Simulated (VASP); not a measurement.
# Sr (Fm-3m) in VASP: a series of runs, part 2 of 2

VASP 6.6.1. The steps go on from the part before.

## (4) Relaxation of cell and atoms, PW91

The input, INCAR:

```
PREC = Accurate
ENCUT = 630
EDIFF = 1E-7
ISMEAR = 1
SIGMA = 0.1
LREAL = False
LASPH = True
NELM = 100
ALGO = Normal
ISIF = 3
LWAVE = False
LCHARG = False
GGA = 91
IBRION = 2
NSW = 60
EDIFFG = -0.02
```

The input, KPOINTS:

```
Automatic mesh
0
Gamma
  8 8 8
```

The input, POSCAR:

```
Sr
1.0
    0.0000000000      3.0423500000      3.0423500000
    3.0423500000      0.0000000000      3.0423500000
    3.0423500000      3.0423500000      0.0000000000
Sr
1
Cartesian
    0.0000000000      0.0000000000      0.0000000000
```

Potentials or basis: VASP PAW PBE potentials, release 64 (Sr_sv_GW).

The run is started by

```sh
$ cat potpaw_PBE.64/Sr_sv_GW/POTCAR > POTCAR
$ mpirun -np 1 vasp_std > vasp.out
```

OUTCAR:

```text
PREC = Accurate
   ENCUT = 630
   EDIFF = 1E-7
   ISMEAR = 1
   LREAL = False
   LASPH = True
   NELM = 100
   ISIF = 3
   GGA = 91
   IBRION = 2
   NSW = 60
   EDIFFG = -0.02

 ion  position               nearest neighbor table
   1  0.000  0.000  0.000-

  LATTYP: Found a face centered cubic cell.
 ALAT       =     6.0847000000

  Lattice vectors:

 A1 = (   0.0000000000,   3.0423500000,   3.0423500000)
 A2 = (   3.0423500000,   0.0000000000,   3.0423500000)
 A3 = (   3.0423500000,   3.0423500000,   0.0000000000)

Analysis of symmetry for initial positions (statically):
=====================================================================
 Subroutine PRICEL returns:
 Original cell was already a primitive cell.

 Routine SETGRP: Setting up the symmetry group for a
 face centered cubic supercell.

 Subroutine GETGRP returns: Found 48 space group operations
 (whereof 48 operations were pure point group operations)
 out of a pool of 48 trial point group operations.

The static configuration has the point symmetry O_h .

Analysis of symmetry for dynamics (positions and initial velocities):
=====================================================================
 Subroutine PRICEL returns:
 Original cell was already a primitive cell.

 Routine SETGRP: Setting up the symmetry group for a
 face centered cubic supercell.

 Subroutine GETGRP returns: Found 48 space group operations
 (whereof 48 operations were pure point group operations)
 out of a pool of 48 trial point group operations.

The dynamic configuration has the point symmetry O_h .

 Subroutine INISYM returns: Found 48 space group operations
 (whereof 48 operations are pure point group operations),
 and found     1 'primitive' translations

----------------------------------------------------------------------------------------

                                     Primitive cell

  volume of cell :      56.3193

  direct lattice vectors                    reciprocal lattice vectors
     0.000000000  3.042350000  3.042350000    -0.164346640  0.164346640  0.164346640
     3.042350000  0.000000000  3.042350000     0.164346640 -0.164346640  0.164346640
     3.042350000  3.042350000  0.000000000     0.164346640  0.164346640 -0.164346640

  length of vectors
     4.302532631  4.302532631  4.302532631     0.284656730  0.284656730  0.284656730

  position of ions in fractional coordinates (direct lattice)
     0.000000000  0.000000000  0.000000000

  ion indices of the primitive-cell ions
   primitive index   ion index
                 1           1

----------------------------------------------------------------------------------------

 KPOINTS: Automatic mesh

Automatic generation of k-mesh.
 Grid dimensions read from file:
 generate k-points for:    8    8    8

 Generating k-lattice:

  Cartesian coordinates                     Fractional coordinates (reciprocal lattice)
    -0.020543330  0.020543330  0.020543330     0.125000000  0.000000000  0.000000000
[... 45 lines left out ...]
   dimension x,y,z NGXF=    72 NGYF=   72 NGZF=   72
   ions per type =               1
   NGX,Y,Z   is equivalent  to a cutoff of  13.91, 13.91, 13.91 a.u.
   NGXF,Y,Z  is equivalent  to a cutoff of  27.82, 27.82, 27.82 a.u.
 SYSTEM =  unknown system
   PREC   = accura    normal or accurate (medium, high low for compatibility)
   ISTART =      0    job   : 0-new  1-cont  2-samecut
   ICHARG =      2    charge: 1-file 2-atom 10-const
   ISPIN  =      1    spin polarized calculation?
   LNONCOLLINEAR =      F non collinear calculations
   LSORBIT =      F    spin-orbit coupling
   LASPH  =      T    aspherical Exc in radial PAW
   ENCUT  =  630.0 eV  46.30 Ry    6.80 a.u.   8.81  8.81  8.81*2*pi/ulx,y,z
   NELM   =    100;   NELMIN=  2; NELMDL= -5     # of ELM steps
   EDIFF  = 0.1E-06   stopping-criterion for ELM
   LREAL  =      F    real-space projection
   EDIFFG = -.2E-01   stopping-criterion for IOM
   NSW    =     60    number of steps for IOM
   IBRION =      2    ionic relax: 0-MD 1-quasi-New 2-CG
   NFREE  =      1    steps in history (QN), initial steepest desc. (CG)
   ISIF   =      3    stress and relaxation
   ISYM   =      2    0-nonsym 1-usesym 2-fastsym
   POTIM  = 0.5000    time-step for ionic-motion
   TEBEG  =    0.0;   TEEND  =   0.0 temperature during run
   PSTRESS=    0.0 pullay stress
   NELECT =      10.0000    total number of electrons
   NUPDOWN=      -1.0000    fix difference up-down
   EMIN   =  10.00;   EMAX   =-10.00  energy-range for DOS
   EFERMI =   0.00;   METHOD = LEGACY
   ISMEAR =     1;   SIGMA  =   0.10  broadening in eV -4-tet -1-fermi 0-gaus
   EFERMI_NEDOS =   21; number of points for ismear=-14 and -15
   IALGO  =     38    algorithm
   IMIX   =      4    mixing-type and parameters
     AMIX     =   0.40;   BMIX     =  1.00
     AMIX_MAG =   1.60;   BMIX_MAG =  1.00
  volume/ion in A,a.u.               =      56.32       380.06
  Fermi-wavevector in a.u.,A,eV,Ry     =   0.920144  1.738819 11.519569  0.846664
  Thomas-Fermi vector in A             =   2.045416
   LORBIT       =      0    0 simple, 1 ext, 2 COOP (PROOUT), +10 PAW based schemes
   GGA     = 91    functional components
   LHFCALC =     F    Hartree Fock is set to
   AEXX    =    0.0000 exact exchange contribution
   IVDW    =     0    specifies the selected vdW correction
   LEPSILON=     F    determine dielectric tensor
   LRPA    =     F    only Hartree local field effects (RPA)
 conjugate gradient relaxation of ions
 non-spin polarized calculation
 Methfessel and Paxton  Order N= 1 SIGMA  =   0.10
  energy-cutoff  :      630.00
  volume of cell :       56.32
 maximum number of plane-waves:      2085
   NGX = 17   NGY = 17   NGZ = 17

--------------------------------------- Ionic step        1  -------------------------------------------

 number of electron      10.0000000 magnetization

 Free energy of the ion-electron system (eV)
  ---------------------------------------------------
  ext. energy  EPLUGINS =         0.00000000
  ---------------------------------------------------
  free energy    TOTEN  =        -6.33577602 eV

  energy without entropy =       -6.33637990  energy(sigma->0) =       -6.33597732

------------------------ aborting loop because EDIFF is reached ----------------------------------------

  FORCE on cell =-STRESS in cart. coord.  units (eV):
  Direction    XX          YY          ZZ          XY          YZ          ZX
  --------------------------------------------------------------------------------------
  -------------------------------------------------------------------------------------
  Total       -0.1762489     -0.1762489     -0.1762489     -0.0000000      0.0000000      0.0000000
  in kB       -5.0139450     -5.0139450     -5.0139450     -0.0000000      0.0000000      0.0000000
  external PRESSURE =      -5.0139450 kB  Pullay stress =       0.0000000 kB
[... 162 lines left out ...]
--------------------------------------- Ionic step        6  -------------------------------------------

 number of electron      10.0000000 magnetization

 Free energy of the ion-electron system (eV)
  ---------------------------------------------------
  ext. energy  EPLUGINS =         0.00000000
  ---------------------------------------------------
  free energy    TOTEN  =        -6.33973745 eV

  energy without entropy =       -6.34031995  energy(sigma->0) =       -6.33993161

 E-fermi :   2.6001     XC(G=0):  -7.4287

 val. band max:        2.4907599085   @ k =  -0.3750   0.3750   0.0000
 cond. band min:       2.6362196493   @ k =  -0.3750   0.2500   0.1250
 fundamental gap:      0.1454597408
 Fermi energy:         2.6000850619

 k-point     1 :       0.0000    0.0000    0.0000
  band No.  band energies     occupation
      1     -33.9092      2.00000
      2     -15.8556      2.00000
      3     -15.8556      2.00000
      4     -15.8556      2.00000
      5      -1.0628      2.00000
      6       4.9344      0.00000
      7       4.9344      0.00000
      8       4.9344      0.00000
      9       6.4135      0.00000
[... 265 lines left out ...]
 k-point    24 :      -0.3750    0.2500    0.1250
  band No.  band energies     occupation
      1     -33.8914      2.00000
      2     -16.0357      2.00000
      3     -15.9386      2.00000
      4     -15.9016      2.00000
      5       2.1485      2.00000
      6       2.6362      0.43042
      7       3.9320     -0.00000
      8       5.2478      0.00000
      9       6.9476      0.00000

 [... further k-points ...]

------------------------ aborting loop because EDIFF is reached ----------------------------------------

  FORCE on cell =-STRESS in cart. coord.  units (eV):
  Direction    XX          YY          ZZ          XY          YZ          ZX
  --------------------------------------------------------------------------------------
  -------------------------------------------------------------------------------------
  Total       -0.0189270     -0.0189270     -0.0189270      0.0000000     -0.0000000      0.0000000
  in kB       -0.5605594     -0.5605594     -0.5605594      0.0000000     -0.0000000      0.0000000
  external PRESSURE =      -0.5605594 kB  Pullay stress =       0.0000000 kB
[... 16 lines left out ...]
  FREE ENERGIE OF THE ION-ELECTRON SYSTEM (eV)
  ---------------------------------------------------
  free  energy   TOTEN  =        -6.3397374476 eV

  energy  without entropy=       -6.3403199455  energy(sigma->0) =       -6.33993161

 reached required accuracy - stopping structural energy minimisation
```

Wall time 63 s (1 thread of Intel Xeon 6975P-C (Granite Rapids), shared host); peak memory 0.22 GiB.

Results:

- Free energy: -6.3397 eV
- Relaxed volume: 54.10 Å³/atom
- Relaxed cell: a = 4.245 Å, b = 4.245 Å, c = 4.245 Å, α = 60.00°, β = 60.00°, γ = 60.00°
- Space group after relaxing (to 0.05 Å): Fm-3m (No. 225)
- Energy gained by relaxing: 4.0 meV/atom
- Ionic steps: 6
- Pressure after relaxing: -0.1 GPa
- Band gap on the k mesh: none (metal or under the smearing width)

The path:
```tsv
step	energy change (eV)	largest force (eV/Å)	pressure (GPa)	volume (Å³)
1	0.0000	0.0000	-0.50	56.32
2	-0.0033	0.0000	-0.23	54.89
3	-0.0040	0.0000	0.33	53.96
4	-0.0037	0.0000	-0.15	54.51
5	-0.0039	0.0000	-0.09	54.24
6	-0.0040	0.0000	-0.06	54.10
```

Final structure:
```cif
data_structure
_symmetry_space_group_name_H-M 'P 1'
_symmetry_Int_Tables_number 1
_cell_length_a 4.2452
_cell_length_b 4.2452
_cell_length_c 4.2452
_cell_angle_alpha 60.000
_cell_angle_beta 60.000
_cell_angle_gamma 60.000
_cell_volume 54.10
loop_
_atom_site_label
_atom_site_type_symbol
_atom_site_fract_x
_atom_site_fract_y
_atom_site_fract_z
_atom_site_occupancy
Sr1 Sr 0.00000 0.00000 0.00000 1
```

Caveat: the PAW data sets were made with another functional, which shifts forces and pressure a little.

## (5) Single point, B3LYP+TS

POSCAR: that of step 4 with these lines changed.

```diff
@@ -7,3 +7,3 @@
 1
-Cartesian
+Direct
     0.0000000000      0.0000000000      0.0000000000
```

The input, INCAR.step1:

```
SYSTEM = Sr
ALGO = Normal ; EDIFF = 1E-5
ENCUT = 520 ; GGA = PE
ISIF = 2 ; ISMEAR = -5
LASPH = .TRUE. ; LREAL = .FALSE.
LWAVE = .TRUE. ; NBANDS = 11
NELM = 100 ; PREC = Accurate
SIGMA = 0.005
```

The input, INCAR.step2:

```
SYSTEM = Sr
AEXX = 0.2 ; AGGAC = 0.81
AGGAX = 0.72 ; ALDAC = 0.19
ALGO = Normal ; EDIFF = 1E-6
ENCUT = 520 ; GGA = B3
HFRCUT = -1 ; ISIF = 2
ISMEAR = -5 ; ISTART = 1
IVDW = 2 ; LASPH = .TRUE.
LCHARG = .TRUE. ; LELF = .TRUE.
LHFCALC = .TRUE. ; LREAL = .FALSE.
LVHAR = .TRUE. ; LWAVE = .FALSE.
NBANDS = 11 ; NELM = 100
PREC = Accurate ; PRECFOCK = Fast
SIGMA = 0.005
```

The input, KPOINTS:

```
k-points
0
Monkhorst
  4 4 4
  0 0 0
```

Potentials or basis: VASP PAW PBE potentials, release 64 (Sr_sv).

The run is started by

```sh
$ cat potpaw_PBE.64/Sr_sv/POTCAR > POTCAR
$ cp INCAR.step1 INCAR
$ mpirun -np 1 vasp_std > vasp.out
$ cp INCAR.step2 INCAR
$ mpirun -np 1 vasp_std > vasp.out
```

Wall time 3.4 min (1 thread of Intel Xeon 6975P-C (Granite Rapids), shared host); peak memory 0.2 GiB.

The run converged, but a check on its numbers failed (symmetry, net force, bounds or a known fault of this set-up), so they aren't taken as properties of the crystal.

Caveat: the k mesh is coarse (spacing up to 0.45 Å⁻¹), so the values aren't converged, least of all with exact exchange; the mesh shows a gap though the element is a metal; the PAW data sets were made with another functional, which shifts forces and pressure a little.

## (6) Single point, optPBE-vdW (cell strained at random at fixed volume)

The input, run.py:

```python
from ase.calculators.vasp import Vasp
from ase.dft.bandgap import bandgap
from ase.io import read

atoms = read('Sr.cif')
calc = Vasp(
    directory='calc',
    xc='optpbe-vdw',
    pp='PBE',
    setups='gw',
    prec='Accurate',
    encut=600,
    ediff=1e-06,
    ismear=-1,
    sigma=0.1,
    lreal=False,
    lasph=True,
    nelm=60,
    algo='Fast',
    isif=2,
    lwave=False,
    lcharg=True,
    lelf=True,
    lvhar=True,
    kpts=[8, 8, 8],
    gamma=True,
)
atoms.calc = calc

print('energy (eV):', atoms.get_potential_energy())
print('free energy (eV):', atoms.get_potential_energy(force_consistent=True))
print('forces (eV/A):')
print(atoms.get_forces())
print('stress (eV/A^3, Voigt):', atoms.get_stress())
print('Fermi level (eV):', calc.get_fermi_level())
gap, top, bottom = bandgap(calc)
print('band gap (eV):', gap, 'from (spin, k, band)', top, 'to', bottom)
```

The input, Sr.cif:

```cif
data_Sr
_cell_length_a 4.24853065
_cell_length_b 4.22152649
_cell_length_c 4.27060292
_cell_angle_alpha 62.94555873
_cell_angle_beta 61.03783009
_cell_angle_gamma 61.43762594
_space_group_name_H-M_alt 'P1'
_space_group_name_Hall 'P 1'
_space_group_IT_number 1
loop_
_space_group_symop_operation_xyz
'x,y,z'
loop_
_atom_site_label
_atom_site_type_symbol
_atom_site_symmetry_multiplicity
_atom_site_Wyckoff_symbol
_atom_site_fract_x
_atom_site_fract_y
_atom_site_fract_z
_atom_site_occupancy
Sr1 Sr 1 a 0.0042950000 -0.0041470000 0.0006480000 1
```

Potentials or basis: VASP PAW PBE potentials, release 64 (Sr_sv_GW).

The run is started by

```sh
$ python run.py
```

Run time: 2.5 min. Hardware: 1 thread of Intel Xeon 6975P-C (Granite Rapids), shared host; peak memory 0.63 GiB.

The run converged. Its results:

* Free energy: -3.9610 eV
* Pressure: -0.5 GPa
* Band gap on the k mesh: none (metal or under the smearing width)

Stress tensor (GPa, compression positive):
```
-0.05  0.28  0.15
 0.28 -0.50  0.23
 0.15  0.23 -0.85
```

Levels at points of the mesh, in eV from the Fermi level:
| k point | band 3 | band 4 | band 5 | band 6 | band 7 | band 8 |
| --- | --- | --- | --- | --- | --- | --- |
| (0.00, 0.00, 0.00) | -18.54 | -18.54 | -3.57 | 2.11 | 2.30 | 2.54 |
| (0.50, 0.00, 0.00) | -18.57 | -18.57 | -1.07 | 0.11 | 1.90 | 2.45 |
| (0.00, 0.50, 0.00) | -18.57 | -18.56 | -1.12 | 0.05 | 2.11 | 2.30 |
| (0.50, 0.50, 0.00) | -18.61 | -18.60 | -0.60 | 0.40 | 1.05 | 4.67 |
| (0.00, 0.00, 0.50) | -18.57 | -18.56 | -1.15 | 0.00 | 2.09 | 2.36 |
| (0.50, 0.00, 0.50) | -18.61 | -18.60 | -0.63 | 0.42 | 0.95 | 4.71 |
| (0.00, 0.50, 0.50) | -18.62 | -18.61 | -0.54 | 0.34 | 1.22 | 4.75 |
| (0.50, 0.50, 0.50) | -18.58 | -18.57 | -0.96 | 0.25 | 1.94 | 2.24 |

Caveat: the PAW data sets were made with another functional, which shifts forces and pressure a little.

## (7) For comparison

An earlier run on the cell as given: functional PBE; potentials or basis VASP PAW PBE potentials, release 64 (Sr_sv); cutoff 520 eV; k mesh 8 × 8 × 8; occupations fermi-dirac, width 0.05 eV; no spin polarisation.

* Pressure: -0.3 GPa
* Band gap on the k mesh: none (metal or under the smearing width)

## (8) Overview

| task | level | potentials or basis | cell | cutoff (eV) | smearing | gap on the mesh (eV) | pressure (GPa) |
| --- | --- | --- | --- | --- | --- | --- | --- |
| single point | RPBE | VASP PAW PBE potentials, release 64 (Sr_sv_GW) | as given | 550 | gaussian 0.02 eV | none | 0.3 |
| relaxation of cell and atoms | PW91 | VASP PAW PBE potentials, release 64 (Sr_sv_GW) | relaxed | 630 | methfessel-paxton 0.1 eV | none | -0.1 |
| single point | optPBE-vdW | VASP PAW PBE potentials, release 64 (Sr_sv_GW) | cell strained at random at fixed volume | 600 | fermi-dirac 0.1 eV | none | -0.5 |
| single point | PBE | VASP PAW PBE potentials, release 64 (Sr_sv) | as given | 520 | fermi-dirac 0.05 eV | none | -0.3 |

Alike in all rows: no spin polarisation; k mesh 8 × 8 × 8.

Caveats: the PAW data sets were made with another functional, which shifts forces and pressure a little (some runs).

Total energies depend on the potentials used, so only differences within one code and one set of settings carry meaning.
